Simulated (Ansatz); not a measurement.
Reactions of C5H7BO2, SMILES `OB(O)C1=CCC=C1`.

Gas-phase electronic energies from Ansatz, PBE0-D4/def2-TZVP geometries. CBS: MP2 limit from def2 TZ/QZ plus the TZ coupled-cluster correction, frozen cores. This one scheme is used for every species. DFT in def2-TZVPP. def2 core potentials past Kr. For Se, Te outer-core shells are correlated without core-valence functions, which leaves a few kJ/mol of doubt a bond. Scalar relativity is left out up to krypton. One conformer a species, not always the lowest.

| reaction | PBE0-D4 (kcal/mol) | B2PLYP (kcal/mol) | CCSD(T)/CBS(def2) (kcal/mol) |
| --- | --- | --- | --- |
| `OB(O)C1=CCC=C1` + CH₃OH → `COB(O)O` + `C1=CCC=C1` | -24.3 | -26.1 | -25.0 |
| `OB(O)C1=CCC=C1` + `CC[TeH]` → `CC[Te]B(O)O` + `C1=CCC=C1` | -4.6 | -3.9 | -4.9 |
| `OB(O)C1=CCC=C1` + `C[SiH2]O` → `C[SiH2]OB(O)O` + `C1=CCC=C1` | -25.4 | -26.7 | -26.1 |
| `OB(O)C1=CCC=C1` + H₂ → `C1=CCC=C1` + `OBO` | 0.0 | -1.8 | -0.1 |
| `OB(O)C1=CCC=C1` + `FC(F)(F)[SeH]` → `OB(O)[Se]C(F)(F)F` + `C1=CCC=C1` | -8.8 | -8.5 | -8.7 |
| `OB(O)C1=CCC=C1` + H–F → `FC1=CCC=C1` + `OBO` | 20.9 | 20.0 | 23.9 |
| `OB(O)C1=CCC=C1` + H₂O → `OB(O)O` + `C1=CCC=C1` | -24.1 | -26.0 | -23.8 |

Largest T1 diagnostic: 0.013, for `OBO`.
